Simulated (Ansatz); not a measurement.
# Si (Fd-3m), random displacements

These are results of Ansatz 0.2.0, DFT r2SCAN, scalar-relativistic, plane waves, PAW, not measurements. Settings: plane waves to 500 eV, k-mesh 6×6×6 (Γ-centred), Gaussian smearing 0.05 eV. No spin polarisation. Energies are free energies at this smearing, counted from the undisturbed cell; pressure is positive in compression.

Reference structure (as given, not relaxed at this level):

```
Si
1.0
     5.43094    0.00000    0.00000
     0.00000   -5.43094    0.00000
     0.00000    0.00000   -5.43094
Si
8
Cartesian
  2.7155 0.0000 0.0000
  0.0000 -2.7155 0.0000
  0.0000 0.0000 -2.7155
  2.7155 -2.7155 -2.7155
  4.0732 -4.0732 -4.0732
  1.3577 -1.3577 -4.0732
  1.3577 -4.0732 -1.3577
  4.0732 -1.3577 -1.3577
```

The atoms are displaced (Å, in the unstrained cell):

```
atom ux uy uz
 Si1  -0.008   0.065  -0.065
 Si2  -0.095  -0.043   0.075
 Si3   0.057  -0.216  -0.172
 Si4   0.144   0.170  -0.056
 Si5   0.364  -0.200  -0.045
 Si6  -0.346  -0.106   0.139
 Si7   0.069   0.144  -0.048
 Si8  -0.184   0.186   0.172
```

Strain (Voigt, engineering shear): (0.0056, -0.0068, -0.0238, 0.0117, -0.0059, 0.0125).

Task: What are the energy change, the stress and the forces?

Result: ΔE = 642.8 meV/atom; stress (xx, yy, zz, yz, xz, xy; compression positive) (6.76, 16.03, 12.90, 5.38, -4.90, -10.32) GPa.
```tsv
atom	Fx (eV/Å)	Fy	Fz
Si1	-2.95	2.54	3.83
Si2	0.62	1.10	-3.13
Si3	-3.36	5.79	9.54
Si4	-0.52	-1.47	-0.21
Si5	-5.27	1.41	-0.40
Si6	8.18	-5.59	-5.60
Si7	-0.33	-0.29	-0.86
Si8	3.62	-3.49	-3.17
```

Cost: 1 run of about 1.7 core-minutes, on Arm Neoverse V1 (shared hosts).